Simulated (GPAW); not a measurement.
**GaP (F-43m): one start, several treatments of the self-energy**

Wanted: the gap of GaP (F-43m) under several approximations, with cost.

Calculated with GPAW 26.7.0; LDA and many-body steps on it, plane waves.

**The experiments to reproduce.**

- Gap 2.25 ± 0.04 eV: optical gap from Tauc plot (fundamental, indirect); spectroscopic ellipsometry, Tauc-Lorentz fit and Tauc plot; 300 K; film (GaP layer on Si reference sample) on Si (“Assessment of GaPSb/Si tandem material association properties for photoelectrochemical cells”, 2020, arxiv:2002.02774).

Report form: the programs' logs are mostly left out.

### Step 1. The starting structure

Symmetry: F-43m, No. 216, cubic system. Conventional cell: a = 5.450 Å, b = 5.450 Å, c = 5.450 Å, α = 90.00°, β = 90.00°, γ = 90.00°. Ga has 4 P at 2.36 Å nearest. P has 4 Ga at 2.36 Å nearest. Farther neighbours are not listed.

Structure file:

```cif
data_structure
_symmetry_space_group_name_H-M 'P 1'
_symmetry_Int_Tables_number 1
_cell_length_a 3.8541
_cell_length_b 3.8541
_cell_length_c 3.8541
_cell_angle_alpha 60.000
_cell_angle_beta 60.000
_cell_angle_gamma 60.000
_cell_volume 40.48
loop_
_atom_site_label
_atom_site_type_symbol
_atom_site_fract_x
_atom_site_fract_y
_atom_site_fract_z
_atom_site_occupancy
Ga1 Ga 0.00000 0.00000 0.00000 1
P2 P 0.25000 0.25000 0.25000 1
```

The cell and positions come from the Crystallography Open Database and are kept as given unless a step says otherwise.

### Step 2. Empty states on the mesh, 4×4×4 mesh, 138 bands

This step: GPAW 26.7.0; DFT, LDA, plane waves, PAW.

The sums over transitions need many empty states on a uniform mesh; this step solves for them.

run.py

```python
import json
import numpy as np
from gpaw.mpi import world
from gpaw import GPAW

calc = GPAW('gs.gpw').fixed_density(kpts={'size': (4, 4, 4), 'gamma': True},
    parallel={'domain': 1, 'band': 1},
    txt='nscf.txt')
calc.diagonalize_full_hamiltonian(nbands=138)
calc.write('full.gpw', mode='all')
res = {}
kpts = calc.get_ibz_k_points()
res['kpts'] = kpts
res['eigenvalues'] = [calc.get_eigenvalues(kpt=k) for k in range(len(kpts))]
res['n_electrons'] = calc.get_number_of_electrons()

if world.rank == 0:
    with open('result.json', 'w') as f:
        json.dump(res, f, default=lambda x: x.tolist())
```

Run with:

```console
mpirun -n 4 gpaw python run.py
```

Wall time 4.8 s (4 MPI ranks of Arm Neoverse V1, shared host); peak memory 0.86 GiB.

This step gave:

| Item | Value |
| --- | --- |
| gap | 1.514 eV |
| k of the valence top | 0, 0, 0 |
| k of the conduction bottom | 0.5, 0.5, 0 |
| least direct gap | 1.687 eV |
| k points computed | 8 |
| lowest point of the top converged band, above the valence top | 116.5197 eV |

On this mesh the gap is 1.514 eV.

### Step 3. G0W0, Godby-Needs plasmon pole

Now the one-shot GW correction: screening in the RPA, then the self-energy of the levels asked for.

This step: G0W0 on LDA, plane waves, PAW.

run.py

```python
import json
import numpy as np
from gpaw.mpi import world
from gpaw.response.g0w0 import G0W0

gw = G0W0('full.gpw',
    filename='gw',
    kpts=[0, 5],
    bands=(2, 6),
    ecut=125,
    nbands=128,
    integrate_gamma='WS',
    ppa=True)
gw.calculate()
res = {mode: {k: v for k, v in r.items() if k != 'sigma_eskwn'}
       for mode, r in gw.all_results.items()}

if world.rank == 0:
    with open('result.json', 'w') as f:
        json.dump(res, f, default=lambda x: x.tolist())
```

Run with:

```console
mpirun -n 4 gpaw python run.py
```

It took 19 s on 4 MPI ranks; peak memory 0.97 GiB.

Numbers from this step:

```
G0W0 gap on the points computed              : 2.192 eV
least direct G0W0 gap on the computed points : 2.949 eV
Z at the valence top                         : 0.7759
Z at the conduction bottom                   : 0.8029
starting gap on the mesh                     : 1.514 eV
k of the valence top                         : 0, 0, 0
k of the conduction bottom                   : 0.5, 0.5, 0
```

The gap on the mesh goes from 1.51 eV to 2.19 eV, a correction of +0.68 eV.

### Step 4. G0W0, full frequency, Hilbert transform

Changes to run.py since step 3:

```diff
@@ -12,3 +12,5 @@
     integrate_gamma='WS',
-    ppa=True)
+    frequencies={'type': 'nonlinear', 'domega0': 0.1, 'omega2': 15.0},
+    eta=0.1,
+    nblocksmax=True)
 gw.calculate()
```

Run with:

```console
mpirun -n 4 gpaw python run.py
```

It took 53 s on 4 MPI ranks; peak memory 1.3 GiB; 3.5 min of CPU time.

Numbers from this step:

```
G0W0 gap on the points computed              : 2.227 eV
least direct G0W0 gap on the computed points : 2.953 eV
Z at the valence top                         : 0.7677
Z at the conduction bottom                   : 0.7848
starting gap on the mesh                     : 1.514 eV
k of the valence top                         : 0, 0, 0
k of the conduction bottom                   : 0.5, 0.5, 0
```

Against G0W0 in GPAW (4×4×4 mesh, 128 bands, screening to 125 eV, Godby-Needs plasmon pole), the gap moves by +0.036 eV.

### Step 5. G0W0, multipole

Changes to run.py since step 4:

```diff
@@ -12,5 +12,3 @@
     integrate_gamma='WS',
-    frequencies={'type': 'nonlinear', 'domega0': 0.1, 'omega2': 15.0},
-    eta=0.1,
-    nblocksmax=True)
+    mpa={'npoles': 4, 'wrange': [0, 40], 'varpi': 20.0, 'eta0': 0.01, 'eta_rest': 1.0, 'alpha': 1})
 gw.calculate()
```

Run with:

```console
mpirun -n 4 gpaw python run.py
```

Run time: 32 s. Hardware: 4 MPI ranks; peak memory 1 GiB.

Numbers from this step:

```
G0W0 gap on the points computed              : 2.210 eV
least direct G0W0 gap on the computed points : 2.944 eV
starting gap on the mesh                     : 1.514 eV
k of the valence top                         : 0, 0, 0
k of the conduction bottom                   : 0.5, 0.5, 0
```

Against G0W0 in GPAW (4×4×4 mesh, 128 bands, screening to 125 eV, Godby-Needs plasmon pole), the gap moves by +0.018 eV.

### Step 6. Side by side

Times are wall times on 4 MPI ranks of Arm Neoverse V1, shared host, good to a factor of about two.

| run | mesh | bands | screening cutoff (eV) | DFT gap (eV) | gap on the mesh (eV) | direct (eV) | time |
| --- | --- | --- | --- | --- | --- | --- | --- |
| G0W0, Godby-Needs plasmon pole | 4×4×4 | 128 | 125 | 1.514 | 2.192 | 2.949 | 19 s |
| G0W0, full frequency, Hilbert transform | 4×4×4 | 128 | 125 | 1.514 | 2.227 | 2.953 | 53 s |
| G0W0, multipole | 4×4×4 | 128 | 125 | 1.514 | 2.210 | 2.944 | 32 s |

### Step 7. Outcome

```json
{"G0W0, Godby-Needs plasmon pole": "2.192 eV", "G0W0, full frequency, Hilbert transform": "2.227 eV", "G0W0, multipole": "2.210 eV", "known limits": "not at the basis limit; no spin-orbit coupling; coarse k mesh"}
```

G0W0, full frequency, Hilbert transform: +0.036 eV against G0W0, Godby-Needs plasmon pole. G0W0, multipole: +0.018 eV against G0W0, Godby-Needs plasmon pole. Against experiment, by G0W0, Godby-Needs plasmon pole: the gap of 2.19 eV lies −0.06 eV from the measured 2.25 ± 0.04 eV (indirect, 300 K, on Si, 2020). These are gaps on the mesh, at modest bands and cutoff. The calculation has static nuclei and no excitons; a measured gap holds zero-point and thermal motion, which mostly lowers it. Bands and cutoff are finite, so the gap is not at the basis limit. The miss can reach some tenths of an eV and take either sign; the mesh is an error of its own. These stock PAW sets were not made for GW; the filled d or f shell of Ga lies in the frozen core, which bears on start and correction. In the G0W0 runs levels were corrected at 2 k points alone, so a gap called «on the mesh» is the least over those, and an edge elsewhere would be missed. The 4×4×4 mesh is coarse for this cell, which bears on the long-range parts of exchange and screening. The many-body steps are scalar-relativistic: spin-orbit coupling is not in them.

[Paths, hosts, dates, memory and timing lines, banners, echoed tables and standing remarks are left out of the program output.]

[Logs are printed without paths, hosts, clocks, repeated set-up lines and the standing remarks that a program may print on its own settings, such as how far it seeks lower states.]

[Runs of the session that timed out or met a known fault of the program may be left out.]

[Hosts, paths, dates, database ids (printed as entryN), source tags and the programs' standing remarks are cut or masked in the printed files.]
